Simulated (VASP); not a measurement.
# InP (F-43m) in VASP: single point with PBE0

Aim: the single point of InP with PBE0.

All numbers are computed with VASP 6.6.1; they aren't measurements. Logs are shortened: lines on timing, memory, paths and dates and some standing lists are left out, and cuts for length are marked.

**The experiment to reproduce.**

From a printed reference work, data compilation, for a bulk crystal of InP at 1.6 K: band gap 1.4236 eV (direct).

The results are compared with them further down.

### 1 The structure

It takes space group F-43m (No. 216, cubic). Conventional cell: a = 5.879 Å, b = 5.879 Å, c = 5.879 Å, α = 90.00°, β = 90.00°, γ = 90.00°. In (site symmetry -43m) has 4 P at 2.55 Å as nearest neighbours. Around P (site symmetry -43m) lie 4 In at 2.55 Å.

The cell is a database's computed one.

### 2 Single point, PBE0

Input file POSCAR:

```
InP
1.0
    0.0000000000      2.9395400000      2.9395400000
    2.9395400000      0.0000000000      2.9395400000
    2.9395400000      2.9395400000      0.0000000000
In P
1 1
Direct
    0.0000000000      0.0000000000      0.0000000000
    0.7500000000      0.7500000000      0.7500000000
```

Input file INCAR.step1:

```
ALGO = Normal ; EDIFF = 1E-5
ENCUT = 520 ; GGA = PE
ISIF = 2 ; ISMEAR = 0
LASPH = True ; LCHARG = False
LREAL = False ; LWAVE = True
NBANDS = 16 ; NELM = 60
PREC = Accurate ; SIGMA = 0.02
```

Input file INCAR.step2:

```
AEXX = 0.25 ; ALGO = Normal
EDIFF = 1E-6 ; ENCUT = 520
GGA = PE ; ISIF = 2
ISMEAR = 0 ; ISTART = 1
LASPH = True ; LCHARG = False
LHFCALC = True ; LREAL = False
LWAVE = False ; NBANDS = 16
NELM = 60 ; PREC = Accurate
PRECFOCK = Fast ; SIGMA = 0.02
```

Input file KPOINTS:

```
k-points
0
Gamma
  6 6 6
```

Potentials or basis: VASP PAW PBE potentials, release 64 (In_d, P).

Run with:

```bash
$ cat potpaw_PBE.64/In_d/POTCAR potpaw_PBE.64/P/POTCAR > POTCAR
$ cp INCAR.step1 INCAR
$ mpirun -np 1 vasp_std > vasp.out
$ cp INCAR.step2 INCAR
$ mpirun -np 1 vasp_std > vasp.out
```

OUTCAR:

```text
AEXX = 0.25
   EDIFF = 1E-6
   ENCUT = 520
   GGA = PE
   ISIF = 2
   ISMEAR = 0
   ISTART = 1
   LASPH = True
   LHFCALC = True
   LREAL = False
   NELM = 60
   PREC = Accurate
   PRECFOCK = Fast

 ion  position               nearest neighbor table
   1  0.000  0.000  0.000-   2 2.55   2 2.55   2 2.55   2 2.55
   2  0.750  0.750  0.750-   1 2.55   1 2.55   1 2.55   1 2.55

  LATTYP: Found a face centered cubic cell.
 ALAT       =     5.8790800000

  Lattice vectors:

 A1 = (   0.0000000000,   2.9395400000,   2.9395400000)
 A2 = (   2.9395400000,   0.0000000000,   2.9395400000)
 A3 = (   2.9395400000,   2.9395400000,   0.0000000000)

Analysis of symmetry for initial positions (statically):
=====================================================================
 Subroutine PRICEL returns:
 Original cell was already a primitive cell.

 Routine SETGRP: Setting up the symmetry group for a
 face centered cubic supercell.

 Subroutine GETGRP returns: Found 24 space group operations
 (whereof 24 operations were pure point group operations)
 out of a pool of 48 trial point group operations.

The static configuration has the point symmetry T_d .

Analysis of symmetry for dynamics (positions and initial velocities):
=====================================================================
 Subroutine PRICEL returns:
 Original cell was already a primitive cell.

 Routine SETGRP: Setting up the symmetry group for a
 face centered cubic supercell.

 Subroutine GETGRP returns: Found 24 space group operations
 (whereof 24 operations were pure point group operations)
 out of a pool of 48 trial point group operations.

The dynamic configuration has the point symmetry T_d .

 Subroutine INISYM returns: Found 24 space group operations
 (whereof 24 operations are pure point group operations),
 and found     1 'primitive' translations

----------------------------------------------------------------------------------------

                                     Primitive cell

  volume of cell :      50.8005

  direct lattice vectors                    reciprocal lattice vectors
     0.000000000  2.939540000  2.939540000    -0.170094641  0.170094641  0.170094641
     2.939540000  0.000000000  2.939540000     0.170094641 -0.170094641  0.170094641
     2.939540000  2.939540000  0.000000000     0.170094641  0.170094641 -0.170094641

  length of vectors
     4.157137335  4.157137335  4.157137335     0.294612560  0.294612560  0.294612560

  position of ions in fractional coordinates (direct lattice)
     0.000000000  0.000000000  0.000000000
     0.750000000  0.750000000  0.750000000

  ion indices of the primitive-cell ions
   primitive index   ion index
                 1           1
                 2           2

----------------------------------------------------------------------------------------

 KPOINTS: k-points

Automatic generation of k-mesh.
 Grid dimensions read from file:
 generate k-points for:    6    6    6

 Generating k-lattice:

  Cartesian coordinates                     Fractional coordinates (reciprocal lattice)
    -0.028349107  0.028349107  0.028349107     0.166666667  0.000000000  0.000000000
     0.028349107 -0.028349107  0.028349107     0.000000000  0.166666667  0.000000000
     0.028349107  0.028349107 -0.028349107     0.000000000  0.000000000  0.166666667

  Length of vectors
     0.049102093  0.049102093  0.049102093

  Shift w.r.t. Gamma in fractional coordinates (k-lattice)
     0.000000000  0.000000000  0.000000000

 Subroutine IBZKPT returns following result:
 ===========================================

 Found     16 irreducible k-points:

 Following reciprocal coordinates:
            Coordinates               Weight
  0.000000  0.000000  0.000000      1.000000
  0.166667  0.000000  0.000000      8.000000
  0.333333  0.000000  0.000000      8.000000
  0.500000  0.000000  0.000000      4.000000
  0.166667  0.166667  0.000000      6.000000
  0.333333  0.166667  0.000000     24.000000
[... 8 lines left out ...]
 -0.333333  0.333333  0.166667     24.000000
 -0.333333  0.500000  0.166667     12.000000
   k-points           NKPTS =     16   k-points in BZ     NKDIM =    216   number of bands    NBANDS=     16
   number of dos      NEDOS =    301   number of ions     NIONS =      2
   total plane-waves  NPLWV =  32768
   dimension x,y,z NGX =    32 NGY =   32 NGZ =   32
   dimension x,y,z NGXF=    64 NGYF=   64 NGZF=   64
   ions per type =               1   1
   NGX,Y,Z   is equivalent  to a cutoff of  12.80, 12.80, 12.80 a.u.
   NGXF,Y,Z  is equivalent  to a cutoff of  25.59, 25.59, 25.59 a.u.
 SYSTEM =  unknown system
   PREC   = accura    normal or accurate (medium, high low for compatibility)
   ISTART =      1    job   : 0-new  1-cont  2-samecut
   ICHARG =      0    charge: 1-file 2-atom 10-const
   ISPIN  =      1    spin polarized calculation?
   LNONCOLLINEAR =      F non collinear calculations
   LSORBIT =      F    spin-orbit coupling
   LASPH  =      T    aspherical Exc in radial PAW
   ENCUT  =  520.0 eV  38.22 Ry    6.18 a.u.   7.73  7.73  7.73*2*pi/ulx,y,z
   NELM   =     60;   NELMIN=  2; NELMDL=  0     # of ELM steps
   EDIFF  = 0.1E-05   stopping-criterion for ELM
   LREAL  =      F    real-space projection
   EDIFFG = 0.1E-04   stopping-criterion for IOM
   NSW    =      0    number of steps for IOM
   IBRION =     -1    ionic relax: 0-MD 1-quasi-New 2-CG
   NFREE  =      0    steps in history (QN), initial steepest desc. (CG)
   ISIF   =      2    stress and relaxation
   ISYM   =      3    0-nonsym 1-usesym 2-fastsym
   POTIM  = 0.5000    time-step for ionic-motion
   TEBEG  =    0.0;   TEEND  =   0.0 temperature during run
   PSTRESS=    0.0 pullay stress
   NELECT =      18.0000    total number of electrons
   NUPDOWN=      -1.0000    fix difference up-down
   EMIN   =  10.00;   EMAX   =-10.00  energy-range for DOS
   EFERMI =   0.00;   METHOD = LEGACY
   ISMEAR =     0;   SIGMA  =   0.02  broadening in eV -4-tet -1-fermi 0-gaus
   EFERMI_NEDOS =   21; number of points for ismear=-14 and -15
   IALGO  =     38    algorithm
   IMIX   =      1    mixing-type and parameters
     AMIX     =   0.40;   BMIX     =  1.00
     AMIX_MAG =   1.60;   BMIX_MAG =  1.00
  volume/ion in A,a.u.               =      25.40       171.41
  Fermi-wavevector in a.u.,A,eV,Ry     =   1.158447  2.189148 18.259021  1.342000
  Thomas-Fermi vector in A             =   2.295049
   LORBIT       =      0    0 simple, 1 ext, 2 COOP (PROOUT), +10 PAW based schemes
   GGA     = PE    functional components
   LHFCALC =     T    Hartree Fock is set to
   PRECFOCK=fast      Normal, Fast or Accurate (Low or Medium for compatibility)
   ENCUT4O =  -1.0   cutoff for four orbital integrals eV
   NKREDX  =     1    reduce k-point grid by
   NKREDY  =     1    reduce k-point grid by
   NKREDZ  =     1    reduce k-point grid by
   AEXX    =    0.2500 exact exchange contribution
   HFSCREEN=    0.0000 screening length (either q_TF or 0.3 A-1)
   HFSCREENC=   0.0000 screening length for correlation (either q_TF or 0.3 A-1)
   ENCUTFOCK=  -1.0 apply spherical cutoff to Coloumb kernel
   IVDW    =     0    specifies the selected vdW correction
   LEPSILON=     F    determine dielectric tensor
   LRPA    =     F    only Hartree local field effects (RPA)
 non-spin polarized calculation
 Gauss-broadening in eV      SIGMA  =   0.02
  energy-cutoff  :      520.00
  volume of cell :       50.80
 maximum number of plane-waves:      1381
  NGX = 18; NGY = 18; NGZ = 18

 number of electron      18.0000007 magnetization

 Free energy of the ion-electron system (eV)
  ---------------------------------------------------
  ext. energy  EPLUGINS =         0.00000000
  ---------------------------------------------------
  free energy    TOTEN  =       -10.89238414 eV

  energy without entropy =      -10.89238414  energy(sigma->0) =      -10.89238414

 E-fermi :   4.4409     XC(G=0):  -7.3176

 val. band max:        4.3232693025   @ k =   0.0000   0.0000   0.0000
 cond. band min:       6.4039442338   @ k =   0.0000   0.0000   0.0000
 fundamental gap:      2.0806749313
 Fermi energy:         4.4408766313

 k-point     1 :       0.0000    0.0000    0.0000
  band No.  band energies     occupation
      1     -11.6198      2.00000
      2     -11.6198      2.00000
      3     -11.6198      2.00000
      4     -11.4619      2.00000
      5     -11.4619      2.00000
      6      -8.4468      2.00000
[... 8 lines left out ...]
     15      15.5384      0.00000
     16      15.5384      0.00000

 k-point     2 :       0.1667    0.0000    0.0000
  band No.  band energies     occupation
      1     -11.6492      2.00000
      2     -11.6075      2.00000
      3     -11.6075      2.00000
      4     -11.4617      2.00000
      5     -11.4617      2.00000
      6      -8.1107      2.00000
[... 8 lines left out ...]
     15      14.6176      0.00000
     16      15.4532      0.00000

 k-point     3 :       0.3333    0.0000    0.0000
  band No.  band energies     occupation
      1     -11.7046      2.00000
      2     -11.5876      2.00000
      3     -11.5876      2.00000
      4     -11.4562      2.00000
      5     -11.4562      2.00000
      6      -7.2421      2.00000
[... 8 lines left out ...]
     15      15.1654      0.00000
     16      15.1654      0.00000

 k-point     4 :       0.5000    0.0000    0.0000
  band No.  band energies     occupation
      1     -11.7310      2.00000
      2     -11.5806      2.00000
      3     -11.5806      2.00000
      4     -11.4503      2.00000
      5     -11.4503      2.00000
      6      -6.5989      2.00000
[... 8 lines left out ...]
     15      16.8725      0.00000
     16      16.8725      0.00000
[... 172 lines left out ...]
 k-point    14 :       0.5000    0.3333    0.1667
  band No.  band energies     occupation
      1     -11.7456      2.00000
      2     -11.5651      2.00000
      3     -11.5479      2.00000
      4     -11.4812      2.00000
      5     -11.4455      2.00000
      6      -6.5647      2.00000
[... 8 lines left out ...]
     15      17.3064      0.00000
     16      18.0427      0.00000

 k-point    15 :      -0.3333    0.3333    0.1667
  band No.  band energies     occupation
      1     -11.7550      2.00000
      2     -11.5652      2.00000
      3     -11.5372      2.00000
      4     -11.4760      2.00000
      5     -11.4502      2.00000
      6      -6.0536      2.00000
[... 8 lines left out ...]
     15      17.2503      0.00000
     16      17.8729      0.00000

 k-point    16 :      -0.3333    0.5000    0.1667
  band No.  band energies     occupation
      1     -11.7743      2.00000
      2     -11.5476      2.00000
      3     -11.5238      2.00000
      4     -11.4905      2.00000
      5     -11.4422      2.00000
      6      -5.8358      2.00000
[... 8 lines left out ...]
     15      17.5605      0.00000
     16      18.2457      0.00000

------------------------ aborting loop because EDIFF is reached ----------------------------------------

  FORCE on cell =-STRESS in cart. coord.  units (eV):
  Direction    XX          YY          ZZ          XY          YZ          ZX
  --------------------------------------------------------------------------------------
  -------------------------------------------------------------------------------------
  Total        0.1261876      0.1261876      0.1261876     -0.0000000      0.0000000     -0.0000000
  in kB        3.9797806      3.9797806      3.9797806     -0.0000000      0.0000000     -0.0000000
  external PRESSURE =       3.9797806 kB  Pullay stress =       0.0000000 kB

 VOLUME and BASIS-vectors are now :
 -----------------------------------------------------------------------------
  energy-cutoff  :      520.00
  volume of cell :       50.80
      direct lattice vectors                 reciprocal lattice vectors
     0.000000000  2.939540000  2.939540000    -0.170094641  0.170094641  0.170094641
     2.939540000  0.000000000  2.939540000     0.170094641 -0.170094641  0.170094641
     2.939540000  2.939540000  0.000000000     0.170094641  0.170094641 -0.170094641

 POSITION                                       TOTAL-FORCE (eV/Angst)
 -----------------------------------------------------------------------------------
      0.00000      0.00000      0.00000         0.000000      0.000000      0.000000
      4.40931      4.40931      4.40931        -0.000000     -0.000000     -0.000000
 -----------------------------------------------------------------------------------
    total drift:                               -0.000059     -0.000050     -0.000034

  FREE ENERGIE OF THE ION-ELECTRON SYSTEM (eV)
  ---------------------------------------------------
  free  energy   TOTEN  =       -10.8923841440 eV

  energy  without entropy=      -10.8923841440  energy(sigma->0) =      -10.89238414
```

It took 10 min on 1 thread of Intel Xeon 6975P-C (Granite Rapids), shared host; peak memory 0.2 GiB.

Results:

```yaml
Free_energy: -10.8924 eV
Pressure: 0.4 GPa
Band_gap_on_the_k_mesh: 2.08 eV, direct
```

Caveat: the PAW data sets were made with another functional, which shifts forces and pressure a little; spin-orbit coupling is left out, which moves the levels of the heavy elements.

### 3 Against experiment

Step 2. Measured gap of InP: 1.4236 eV (direct; 1.6 K; a printed reference work, data compilation). This calculation gives 2.08 eV (+0.66 eV). Spin-orbit coupling on In is left out. The value is that of PBE0, without temperature or zero-point motion. The cell is a database's relaxed one, not the measured one, which moves gaps too.
